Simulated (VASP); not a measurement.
VASP 6.6.1 run: KI

INCAR

```
LASPH = .TRUE.
NELM = 92
SIGMA = 0.02
ISMEAR = -1
LREAL = .FALSE.
LCHARG = .FALSE.
ISIF = 2
LWAVE = .FALSE.
GGA = PE
EDIFF = 1E-7
IBRION = -1
NSW = 0
NBANDS = 15
PREC = Accurate
ENCUT = 520
```

KPOINTS

```
KPOINTS created by Atomic Simulation Environment
0
Monkhorst-Pack
6 6 6
0 0 0
```

POSCAR

```
K  I
 1.0000000000000000
     0.0000000000000000    3.8667468479000000    4.1443292905000000
     3.8667468479000000    0.0000000000000000    4.1443292905000000
     3.8667468479000000    3.8667468479000000    0.0000000000000000
 K   I
   1   1
Cartesian
  0.0000000000000000  0.0000000000000000  0.0000000000000000
  1.9333734239500000  1.9333734239500000  2.0721646452500000
```

The recommended PBE PAW datasets give the neutral cell 16 valence electrons.

Command

```
mpirun -np 1 vasp_std
```

Problem. Predict the outcome of this run.

Solution. It converged. Results: gap between bands v and c on the k mesh 4.01 eV; least direct gap on the k mesh 4.02 eV; pressure 0.2 GPa. Band v is the last that the valence electrons fill when counted band by band, and c is the next.

OSZICAR

```
N       E                     dE             d eps       ncg     rms          rms(c)
DAV:   1     0.907279223322E+02    0.90728E+02   -0.59582E+03  1890   0.855E+02
DAV:   2     0.141953261286E+01   -0.89308E+02   -0.82704E+02  2395   0.196E+02
DAV:   3    -0.515542308862E+01   -0.65750E+01   -0.65430E+01  2653   0.474E+01
DAV:   4    -0.556404678791E+01   -0.40862E+00   -0.40852E+00  3356   0.102E+01
DAV:   5    -0.556538036252E+01   -0.13336E-02   -0.13336E-02  2618   0.685E-01    0.297E+00
DAV:   6    -0.538777377829E+01    0.17761E+00   -0.20117E-01  2569   0.213E+00    0.217E+00
DAV:   7    -0.536504345569E+01    0.22730E-01   -0.21575E-01  2737   0.192E+00    0.935E-01
DAV:   8    -0.538103741845E+01   -0.15994E-01   -0.22911E-02  2313   0.836E-01    0.150E-01
DAV:   9    -0.538344029124E+01   -0.24029E-02   -0.38411E-03  2156   0.273E-01    0.108E-01
DAV:  10    -0.538428886111E+01   -0.84857E-03   -0.56748E-04  1898   0.140E-01    0.256E-02
DAV:  11    -0.538439614946E+01   -0.10729E-03   -0.16171E-04  2191   0.666E-02    0.235E-02
DAV:  12    -0.538441757483E+01   -0.21425E-04   -0.23853E-05  1939   0.341E-02    0.880E-03
DAV:  13    -0.538441823963E+01   -0.66480E-06   -0.46343E-07  2935   0.482E-03    0.507E-03
DAV:  14    -0.538441878915E+01   -0.54951E-06   -0.88732E-07  1981   0.463E-03    0.754E-04
DAV:  15    -0.538441879003E+01   -0.88085E-09   -0.58213E-08  2003   0.147E-03
   1 F= -.53844188E+01 E0= -.53844188E+01  d E =-.416368E-12
```

Standard output (part)

```
POSCAR found type information on POSCAR K I
 POSCAR found :  2 types and       2 ions
 LDA part: xc-table for (Slater+PW92), standard interpolation
 POSCAR, INCAR and KPOINTS ok, starting setup
 WAVECAR not read
 entering main loop
```

The shifted mesh misses Γ, so a band edge there is missed.

For comparison, a separate PBE run of the intended cell, on usual settings and not on those above, gives a gap of 3.90 eV on its mesh and a pressure of 0.2 GPa.
